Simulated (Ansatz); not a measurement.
**Te2Pt (Moncheite) in Ansatz: the effect of functional**

Te2Pt (Moncheite):

```
CELL_PARAMETERS angstrom
4.03656 0.00000 0.00000
-2.01828 3.49576 0.00000
0.00000 0.00000 5.23544
ATOMIC_POSITIONS crystal
Pt 0.00000 0.00000 0.00000
Te 0.66667 0.33333 0.75000
Te 0.33333 0.66667 0.25000
```

The cell isn't the ideal one: volume scaled by 1.02.

Alike in all runs:

| Item | Value |
| --- | --- |
| Program | Ansatz 0.2.0 |
| Task | single point |
| Potentials or basis | Ansatz PAW |
| k mesh | 8 × 8 × 5 |
| Occupations | fermi-dirac, width 0.05 eV |
| Spin | no spin polarisation |

Problem. One run gave: pressure -0.4 GPa; largest force 0.36 eV/Å. Which functional did it use?
A. PBEsol
B. LDA
C. r2SCAN
D. PBE

Solution. B.

```csv
functional,cutoff,pressure (GPa),largest force (eV/Å)
LDA,420 eV (not typed: the program's choice for these potentials),-0.4,0.36
PBE,420 eV (not typed: the program's choice for these potentials),6.1,0.76
PBEsol,420 eV (not typed: the program's choice for these potentials),1.7,0.51
r2SCAN,500 eV (not typed: the program's choice for these potentials),4.5,0.61
```

Caveats: the PAW data sets come from PBE, with cores solved anew for the run's functional, which leaves a small shift of forces and pressure (some runs).
